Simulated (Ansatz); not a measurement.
AlSb (zinc blende)

```
CELL_PARAMETERS angstrom
      0.00000     6.22551     6.22551
      3.11275     0.00000     3.11275
      3.11275     3.11275     0.00000
ATOMIC_POSITIONS crystal
  Sb 0.37500 0.75000 0.75000
  Sb 0.87500 0.75000 0.75000
  Al 0.00000 0.00000 0.00000
  Al 0.50000 0.00000 0.00000
```

Scan: atom 1 (Sb, nearest neighbour Al at 2.696 Å; its periodic images, 4.4 Å or more away, move with it) is displaced towards the nearest neighbour, direction (-0.577, -0.577, 0.577) in Cartesian axes, by s. The other atoms stay.

All values below come from PBE (plane waves to 420 eV, PAW, scalar-relativistic; Ansatz, a quantum-chemistry and plane-wave program). k mesh 5×10×10 (Γ-centred), Fermi-Dirac smearing 0.05 eV. The energy includes the smearing's −TS. AlSb was relaxed with its symmetry unable to fall. Spin-orbit coupling is left out, though Sb is heavy. ΔE is measured from the undisplaced structure.

Predict the ΔE (meV/cell) at s (Å) = -0.540, -0.324, -0.108, 0.108, 0.216.


```json
[
 {"s (Å)": "-0.540", "ΔE (meV/cell)": "636"},
 {"s (Å)": "-0.324", "ΔE (meV/cell)": "292"},
 {"s (Å)": "-0.108", "ΔE (meV/cell)": "40"},
 {"s (Å)": "0.108", "ΔE (meV/cell)": "49"},
 {"s (Å)": "0.216", "ΔE (meV/cell)": "216"}
]
```

(For displaced atoms, the force is minus the slope of the energy, and its curvature is a force constant, which sets phonon frequencies.)
